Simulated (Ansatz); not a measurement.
Input and command of a plane-wave DFT calculation in Ansatz:

```yaml
crystal:
  lattice:
    - [3.5954125627, 0.0, 0.0]
    - [0.0, 3.5249142772, 0.0]
    - [0.0, 0.0, 3.5249142772]
  atoms:
    - { symbol: Ni, position: [0.5, 0.0, 0.5] }
    - { symbol: Ni, position: [0.0, 0.5, 0.5] }
    - { symbol: Ni, position: [0.5, 0.5, 0.0] }
    - { symbol: Ge, position: [0.0, 0.0, 0.0] }
basis:
  ecutwfc: 420
kpoints:
  mp_grid: { grid: [14, 14, 14] }
hamiltonian:
  xc: pbesol
scf:
  occupations: { method: gaussian, width: 0.15 }
output:
  forces: true
  stress: true
  eigenvalues: true
```

```bash
ansatz run input.yaml --threads 1 --pin off --max-ram 2560MiB --backend cpu --events-out ev --progress --plain --runs-dir out
```

Processor: Oxide Virtual Turin-like Processor (Zen 5), 1 thread, on a host shared with other jobs.

Question: How long does it run, and how much memory does it take?

Answer: About 26 s on 1 thread of Oxide Virtual Turin-like Processor (Zen 5), on a shared host, peak memory 0.67 GiB. It solves 41 bands at 288 k points (the mesh reduced by symmetry) with about 881 plane waves, in 8 SCF iterations.
